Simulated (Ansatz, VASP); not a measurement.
# Two plane-wave programs on BN

```
B N
1.0
    -0.03615    1.78943    1.78943
     1.78943   -0.03615    1.78943
     1.78943    1.78943   -0.03615
B N
1 1
Direct
  0.00000 0.00000 0.00000
  0.75000 0.75000 0.75000
```

Change from the starting cell: equal xy, yz and zx shear strains of -2 %, PAW files.

Alike in both runs: task electric field gradients; functional LDA; k mesh 11 × 11 × 11; occupations fermi-dirac, width 0.02 eV; no spin polarisation.

|  | VASP | Ansatz |
| --- | --- | --- |
| version | VASP 6.6.1 | Ansatz 0.2.0 |
| potentials or method | VASP PAW LDA potentials, release 64 (B, N) | PAW with Ansatz's default frozen-core files, scalar-relativistic |
| plane-wave cutoff (eV) | 520 | 420 |
| valence electrons in the cell | 8 | 8 |

Ansatz gave:

* gap on the k mesh at the Fermi level (eV): 4.38
* pressure (GPa): -10.4
* largest component of the traceless stress (GPa): 9.09
* rms of the force components (eV/Å): 0.054
* Vzz of the field gradient on the site that differs most (V/Å²): -2.3

Estimate VASP's values.

gap on the k mesh at the Fermi level (eV): 4.37; pressure (GPa): -9.5; largest component of the traceless stress (GPa): 9.15; rms of the force components (eV/Å): 0.058; Vzz of the field gradient on the site that differs most (V/Å²): -2.6.

Atom by atom the forces differ by 0.004 eV/Å (rms over components).

Caveats: an odd mesh through Γ misses points on the zone boundary, where band edges often lie.
